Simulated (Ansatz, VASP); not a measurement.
## F: VASP beside Ansatz

```
CELL_PARAMETERS angstrom
3.01036 -1.78661 -0.23219
3.01036 1.78661 -0.23219
-2.24666 0.00000 7.14790
ATOMIC_POSITIONS crystal
F 0.08485 0.08485 0.09400
F 0.91515 0.91515 0.90600
F 0.50157 0.50157 0.59372
F 0.49843 0.49843 0.40628
```

Change from the starting cell: volume 18.756 Å^3 an atom, stretch along a over the lengths across it, relative to the relaxed cell 0.9684.

Alike in both runs: task single point; functional PBEsol; k mesh 4 × 4 × 2; occupations gaussian, width 0.05 eV; no spin polarisation.

|  | VASP | Ansatz |
| --- | --- | --- |
| version | VASP 6.6.1 | Ansatz 0.2.0 |
| potentials or method | VASP PAW PBE potentials, release 64 (F) | scalar-relativistic, plane waves, PAW |
| plane-wave cutoff (eV) | 520 | 520 |
| valence electrons in the cell | 28 | 28 |

```tsv
	VASP	Ansatz	Ansatz less VASP
gap on the k mesh at the Fermi level (eV)	3.01	3.09	+0.080
least direct gap on the mesh (eV)	3.09	3.17	+0.080
pressure (GPa)	0.6	0.2	-0.37
largest component of the traceless stress (GPa)	1.70	0.26	-1.437
rms of the force components (eV/Å)	0.303	0.051	-0.2524
```

Atom by atom the forces differ by 0.252 eV/Å (rms over components). With one functional, cell and mesh, what is left measures potentials, basis and numerics.

Caveats: the k mesh is coarse (spacing up to 0.52 Å⁻¹), so the values aren't converged; the PAW data sets were made with another functional, which shifts forces and pressure a little (VASP). A k mesh can miss the band edges.
